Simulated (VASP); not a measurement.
Write the native input for VASP 6.6.1 that does the following.

```yaml
Task: relaxation of cell and atoms
Functional: LDA
Potentials_or_basis: VASP PAW LDA potentials, release 64 (B)
Cutoff: 600 eV
k_mesh: 16 × 9 × 7
Occupations: fermi-dirac, width 0.05 eV
Spin: no spin polarisation
Target_pressure: 10 GPa
Further_INCAR_settings: ALGO = Fast; EDIFF = 1e-06; IBRION = 2; EDIFFG = -0.005; NSW = 40; ISIF = 3
Target_pressure: 10 GPa
```

The structure of B lies in POSCAR:

```
B
1.0
    1.6245600000      0.0000000000      0.0000000000
    0.0000000000      2.8661500000      0.0000000000
    0.0000000000      0.0000000000      3.9144000000
B
2
Direct
    0.0000000000      0.5000000000      0.6092600000
    0.5000000000      0.0000000000      0.3907400000
```

The cell was built by a generator and needn't be a form met in nature.

The input as run:

INCAR

```
SYSTEM = B
ALGO = Fast ; EDIFF = 1E-6
EDIFFG = -0.005 ; ENCUT = 600
IBRION = 2 ; ISIF = 3
ISMEAR = -1 ; LASPH = .True.
LCHARG = .False. ; LREAL = .False.
LWAVE = .False. ; NELM = 60
NSW = 40 ; PREC = Accurate
PSTRESS = 100 ; SIGMA = 0.05
```

KPOINTS

```
k-points
0
Gamma
  16 9 7
  0 0 0
```

Potentials or basis: VASP PAW LDA potentials, release 64 (B).

Command:

```sh
$ cat potpaw_LDA.64/B/POTCAR > POTCAR
$ mpirun -np 1 vasp_std > vasp.out
```

Results of the run:

| Property | Result |
| --- | --- |
| Relaxed volume | 7.33 Å³/atom |
| Relaxed cell | a = 1.603 Å, b = 2.767 Å, c = 3.305 Å, α = 90.00°, β = 90.00°, γ = 90.00° |
| Space group after relaxing (to 0.05 Å) | Pmmn (No. 59) |
| Energy change on relaxing (the enthalpy is what falls) | +6.8 meV/atom |
| Ionic steps | 14 |
| Pressure after relaxing | 10.0 GPa |
| Largest force after relaxing | 0.004 eV/Å |
| Band gap on the k mesh | none (metal or under the smearing width) |

Caveat: the cell is relaxed towards a set pressure, so the enthalpy falls and the energy may rise; the volume moved by over 15 % at a fixed basis, so the end points are rough.

Wall time 120 s on 1 thread of AMD EPYC 7R13 Processor (Zen 3), with other jobs on the host, peak memory 0.11 GiB.
